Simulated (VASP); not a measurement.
# Ge in VASP: work function with PBEsol

Aim: the work function of Ge with PBEsol.

Everything below comes from runs of VASP 6.6.1. Logs are shortened: lines on timing, memory, paths and dates and some standing lists are left out, and cuts for length are marked.

## Step 1: Starting point

The cell holds a slab with vacuum, 8 atoms: a = 4.001 Å, b = 8.001 Å, c = 20.443 Å, α = 90.00°, β = 90.00°, γ = 90.00°.

The slab is cut from a database's or a generator's crystal, which needn't be the stable form of the element.

## Step 2: Work function, PBEsol

INCAR reads:

```
PREC = Accurate ; ENCUT = 520
EDIFF = 1E-6 ; ISMEAR = 1
SIGMA = 0.1 ; LREAL = False
LASPH = True ; NELM = 60
ALGO = Normal ; ISIF = 2
LWAVE = False ; LCHARG = True
LDIPOL = True ; IDIPOL = 3
DIPOL = 0.5 0.5 0.500 ; GGA = PS
LVHAR = True ; LVACPOTAV = True
KPAR = 8
```

KPOINTS reads:

```
Automatic mesh
0
Gamma
  8 4 1
```

POSCAR reads:

```
Ge                                      
1.0
    4.0006828890      0.0000000000      0.0000000000
    0.0000000000      8.0013657770      0.0000000000
    0.0000000000      0.0000000000     20.4433650000
  Ge            
     8
Direct
     0.5000000000000000    0.4138552348449140    0.4296773394943449
     0.0000000000000000    0.2476146655331223    0.4541266170534491
     0.0000000000000000    0.0058007480176312    0.5319711544659773
     0.5000000000000000    0.0394744212241380    0.6069295720102608
     0.5000000000000000    0.7105255787758618    0.3930704279897391
     0.0000000000000000    0.7441992519823688    0.4680288455340226
     0.0000000000000000    0.5023853344668776    0.5458733829465505
     0.5000000000000000    0.3361447651550860    0.5703226605056549
```

Potentials or basis: VASP PAW PBE potentials, release 64 (Ge_d).

Launch:

```sh
cat potpaw_PBE.64/Ge_d/POTCAR > POTCAR
mpirun -np 8 vasp_std > vasp.out
```

OUTCAR:

```text
PREC = Accurate
   ENCUT = 520
   EDIFF = 1E-6
   ISMEAR = 1
   LREAL = False
   LASPH = True
   NELM = 60
   ISIF = 2
   GGA = PS

 ion  position               nearest neighbor table
   1  0.500  0.414  0.430-   2 2.45   2 2.45   5 2.49
   2  0.000  0.248  0.454-   1 2.45   1 2.45   3 2.51   7 2.77
   3  0.000  0.006  0.532-   6 2.47   2 2.51   4 2.53   4 2.53
   4  0.500  0.039  0.607-   8 2.49   3 2.53   3 2.53
   5  0.500  0.711  0.393-   1 2.49   6 2.53   6 2.53
   6  0.000  0.744  0.468-   3 2.47   7 2.51   5 2.53   5 2.53
   7  0.000  0.502  0.546-   8 2.45   8 2.45   6 2.51   2 2.77
   8  0.500  0.336  0.570-   7 2.45   7 2.45   4 2.49

  LATTYP: Found a simple orthorhombic cell.
 ALAT       =     4.0006828890
 B/A-ratio  =     1.9999999998
 C/A-ratio  =     5.1099688646

  Lattice vectors:

 A1 = (   4.0006828890,   0.0000000000,   0.0000000000)
 A2 = (   0.0000000000,   8.0013657770,   0.0000000000)
 A3 = (   0.0000000000,   0.0000000000,  20.4433650000)

Analysis of symmetry for initial positions (statically):
=====================================================================
 Subroutine PRICEL returns:
 Original cell was already a primitive cell.

 Routine SETGRP: Setting up the symmetry group for a
 simple orthorhombic supercell.

 Subroutine GETGRP returns: Found  4 space group operations
 (whereof  2 operations were pure point group operations)
 out of a pool of  8 trial point group operations.

The static configuration has the point symmetry C_1h.
 The point group associated with its full space group is C_2h.

Analysis of symmetry for dynamics (positions and initial velocities):
=====================================================================
 Subroutine PRICEL returns:
 Original cell was already a primitive cell.

 Routine SETGRP: Setting up the symmetry group for a
 simple orthorhombic supercell.

 Subroutine GETGRP returns: Found  4 space group operations
 (whereof  2 operations were pure point group operations)
 out of a pool of  8 trial point group operations.

The dynamic configuration has the point symmetry C_1h.
 The point group associated with its full space group is C_2h.

 Subroutine INISYM returns: Found  4 space group operations
 (whereof  2 operations are pure point group operations),
 and found     1 'primitive' translations

----------------------------------------------------------------------------------------

                                     Primitive cell

  volume of cell :     654.4111

  direct lattice vectors                    reciprocal lattice vectors
     4.000682889  0.000000000  0.000000000     0.249957327  0.000000000  0.000000000
     0.000000000  8.001365777  0.000000000     0.000000000  0.124978663  0.000000000
     0.000000000  0.000000000 20.443365000     0.000000000  0.000000000  0.048915626

  length of vectors
     4.000682889  8.001365777 20.443365000     0.249957327  0.124978663  0.048915626

  position of ions in fractional coordinates (direct lattice)
     0.500000000  0.413855235  0.429677339
     0.000000000  0.247614666  0.454126617
     0.000000000  0.005800748  0.531971154
     0.500000000  0.039474421  0.606929572
     0.500000000  0.710525579  0.393070428
     0.000000000  0.744199252  0.468028846
     0.000000000  0.502385334  0.545873383
     0.500000000  0.336144765  0.570322661

  ion indices of the primitive-cell ions
   primitive index   ion index
                 1           1
                 2           2
                 3           3
                 4           4
                 5           5
                 6           6
                 7           7
                 8           8

----------------------------------------------------------------------------------------

 KPOINTS: Automatic mesh

Automatic generation of k-mesh.
 Grid dimensions read from file:
 generate k-points for:    8    4    1

 Generating k-lattice:

  Cartesian coordinates                     Fractional coordinates (reciprocal lattice)
     0.031244666  0.000000000  0.000000000     0.125000000  0.000000000  0.000000000
     0.000000000  0.031244666  0.000000000     0.000000000  0.250000000  0.000000000
     0.000000000  0.000000000  0.048915626     0.000000000  0.000000000  1.000000000

  Length of vectors
     0.031244666  0.031244666  0.048915626

  Shift w.r.t. Gamma in fractional coordinates (k-lattice)
     0.000000000  0.000000000  0.000000000

 Subroutine IBZKPT returns following result:
 ===========================================

 Found     15 irreducible k-points:

 Following reciprocal coordinates:
            Coordinates               Weight
  0.000000  0.000000  0.000000      1.000000
  0.125000  0.000000  0.000000      2.000000
  0.250000  0.000000  0.000000      2.000000
  0.375000  0.000000  0.000000      2.000000
  0.500000  0.000000  0.000000      1.000000
  0.000000  0.250000  0.000000      2.000000
  0.125000  0.250000  0.000000      4.000000
  0.250000  0.250000  0.000000      4.000000
  0.375000  0.250000  0.000000      4.000000
  0.500000  0.250000  0.000000      2.000000
  0.000000  0.500000  0.000000      1.000000
  0.125000  0.500000  0.000000      2.000000
  0.250000  0.500000  0.000000      2.000000
  0.375000  0.500000  0.000000      2.000000
  0.500000  0.500000  0.000000      1.000000
   k-points           NKPTS =     15   k-points in BZ     NKDIM =     15   number of bands    NBANDS=     67
   number of dos      NEDOS =    301   number of ions     NIONS =      8
   total plane-waves  NPLWV = 288000
   dimension x,y,z NGX =    30 NGY =   60 NGZ =  160
   dimension x,y,z NGXF=    60 NGYF=  120 NGZF=  320
   ions per type =               8
   NGX,Y,Z   is equivalent  to a cutoff of  12.47, 12.47, 13.01 a.u.
   NGXF,Y,Z  is equivalent  to a cutoff of  24.93, 24.93, 26.02 a.u.
 SYSTEM =  unknown system
   PREC   = accura    normal or accurate (medium, high low for compatibility)
   ISTART =      0    job   : 0-new  1-cont  2-samecut
   ICHARG =      2    charge: 1-file 2-atom 10-const
   ISPIN  =      1    spin polarized calculation?
   LNONCOLLINEAR =      F non collinear calculations
   LSORBIT =      F    spin-orbit coupling
   LASPH  =      T    aspherical Exc in radial PAW
   ENCUT  =  520.0 eV  38.22 Ry    6.18 a.u.   7.44 14.88 38.01*2*pi/ulx,y,z
   NELM   =     60;   NELMIN=  2; NELMDL= -5     # of ELM steps
   EDIFF  = 0.1E-05   stopping-criterion for ELM
   LREAL  =      F    real-space projection
   EDIFFG = 0.1E-04   stopping-criterion for IOM
   NSW    =      0    number of steps for IOM
   IBRION =     -1    ionic relax: 0-MD 1-quasi-New 2-CG
   NFREE  =      0    steps in history (QN), initial steepest desc. (CG)
   ISIF   =      2    stress and relaxation
   ISYM   =      2    0-nonsym 1-usesym 2-fastsym
   POTIM  = 0.5000    time-step for ionic-motion
   TEBEG  =    0.0;   TEEND  =   0.0 temperature during run
   PSTRESS=    0.0 pullay stress
   NELECT =     112.0000    total number of electrons
   NUPDOWN=      -1.0000    fix difference up-down
   EMIN   =  10.00;   EMAX   =-10.00  energy-range for DOS
   EFERMI =   0.00;   METHOD = LEGACY
   ISMEAR =     1;   SIGMA  =   0.10  broadening in eV -4-tet -1-fermi 0-gaus
   EFERMI_NEDOS =   21; number of points for ismear=-14 and -15
   IALGO  =     38    algorithm
   IMIX   =      4    mixing-type and parameters
     AMIX     =   0.40;   BMIX     =  1.00
     AMIX_MAG =   1.60;   BMIX_MAG =  1.00
  volume/ion in A,a.u.               =      81.80       552.02
  Fermi-wavevector in a.u.,A,eV,Ry     =   0.908930  1.717629 11.240514  0.826154
  Thomas-Fermi vector in A             =   2.032915
   LORBIT       =      0    0 simple, 1 ext, 2 COOP (PROOUT), +10 PAW based schemes
   GGA     = PS    functional components
   LHFCALC =     F    Hartree Fock is set to
   AEXX    =    0.0000 exact exchange contribution
   IVDW    =     0    specifies the selected vdW correction
   LEPSILON=     F    determine dielectric tensor
   LRPA    =     F    only Hartree local field effects (RPA)
 non-spin polarized calculation
 Methfessel and Paxton  Order N= 1 SIGMA  =   0.10
  energy-cutoff  :      520.00
  volume of cell :      654.41
 maximum number of plane-waves:     17671
 NGX is ok and might be reduce to    30
   NGX = 15   NGY = 29   NGZ = 77

 number of electron     111.9999962 magnetization

 dipolmoment           0.000000      0.000000     -0.000000 electrons x Angstroem

 Free energy of the ion-electron system (eV)
  ---------------------------------------------------
  ext. energy  EPLUGINS =         0.00000000
  ---------------------------------------------------
  free energy    TOTEN  =       -35.78805919 eV

  energy without entropy =      -35.78855977  energy(sigma->0) =      -35.78822605

 E-fermi :  -2.1168     XC(G=0):  -3.4839

 val. band max:       -2.1490287972   @ k =   0.0000   0.0000   0.0000
 cond. band min:      -2.1154887838   @ k =   0.0000   0.2500   0.0000
 fundamental gap:      0.0335400134
 Fermi energy:        -2.1167886549

 k-point     1 :       0.0000    0.0000    0.0000
  band No.  band energies     occupation
      1     -26.7526      2.00000
      2     -26.7424      2.00000
      3     -26.7335      2.00000
      4     -26.6952      2.00000
      5     -26.6897      2.00000
      6     -26.6788      2.00000
[... 59 lines left out ...]
     66       1.9702      0.00000
     67       2.0634      0.00000

 k-point     2 :       0.1250    0.0000    0.0000
  band No.  band energies     occupation
      1     -26.7541      2.00000
      2     -26.7428      2.00000
      3     -26.7314      2.00000
      4     -26.6970      2.00000
      5     -26.6944      2.00000
      6     -26.6815      2.00000
[... 899 lines left out ...]
     66       2.8953      0.00000
     67       3.1410      0.00000

 k-point    15 :       0.5000    0.5000    0.0000
  band No.  band energies     occupation
      1     -26.7611      2.00000
      2     -26.7466      2.00000
      3     -26.7094      2.00000
      4     -26.7001      2.00000
      5     -26.6949      2.00000
      6     -26.6833      2.00000
[... 59 lines left out ...]
     66       3.2019      0.00000
     67       3.6188      0.00000

------------------------ aborting loop because EDIFF is reached ----------------------------------------

  FORCE on cell =-STRESS in cart. coord.  units (eV):
  Direction    XX          YY          ZZ          XY          YZ          ZX
  --------------------------------------------------------------------------------------
  -------------------------------------------------------------------------------------
  Total        0.6876281     -1.8276807     -0.0654808      0.0000000     -0.0325495      0.0000000
  in kB        1.6835016     -4.4746624     -0.1603150      0.0000000     -0.0796900      0.0000000
  external PRESSURE =      -0.9838253 kB  Pullay stress =       0.0000000 kB

 VOLUME and BASIS-vectors are now :
 -----------------------------------------------------------------------------
  energy-cutoff  :      520.00
  volume of cell :      654.41
      direct lattice vectors                 reciprocal lattice vectors
     4.000682889  0.000000000  0.000000000     0.249957327  0.000000000  0.000000000
     0.000000000  8.001365777  0.000000000     0.000000000  0.124978663  0.000000000
     0.000000000  0.000000000 20.443365000     0.000000000  0.000000000  0.048915626

 POSITION                                       TOTAL-FORCE (eV/Angst)
 -----------------------------------------------------------------------------------
      2.00034      3.31141      8.78405         0.000000      0.005457     -0.001816
      0.00000      1.98126      9.28388         0.000000     -0.001374      0.006795
      0.00000      0.04641     10.87528         0.000000      0.003589      0.005041
      2.00034      0.31585     12.40768         0.000000     -0.005545      0.000230
      2.00034      5.68518      8.03568         0.000000      0.005545     -0.000230
      0.00000      5.95461      9.56808         0.000000     -0.003589     -0.005041
      0.00000      4.01977     11.15949         0.000000      0.001374     -0.006795
      2.00034      2.68962     11.65931         0.000000     -0.005457      0.001816
 -----------------------------------------------------------------------------------
    total drift:                                0.000000      0.000000     -0.000000

  FREE ENERGIE OF THE ION-ELECTRON SYSTEM (eV)
  ---------------------------------------------------
  free  energy   TOTEN  =       -35.7880591893 eV

  energy  without entropy=      -35.7885597688  energy(sigma->0) =      -35.78822605

 vacuum level on the upper side and lower side of the slab         2.557         2.557
```

Wall time 4.5 min (8 MPI ranks of Intel Xeon Platinum 8488C (Sapphire Rapids), shared host); peak memory 0.86 GiB.

What came out:

- Free energy: -35.7881 eV
- Largest force: 0.007 eV/Å
- Band gap on the k mesh: none (metal or under the smearing width)
- Work function of the upper face: 4.67 eV
- Work function of the lower face: 4.67 eV

Forces in eV/Å, atoms in the order of the input:
```
Ge   0.000  0.005 -0.002
Ge   0.000 -0.001  0.007
Ge   0.000  0.004  0.005
Ge   0.000 -0.006  0.000
Ge   0.000  0.006  0.000
Ge   0.000 -0.004 -0.005
Ge   0.000  0.001 -0.007
Ge   0.000 -0.005  0.002
```

Caveat: the PAW data sets were made with another functional, which shifts forces and pressure a little.
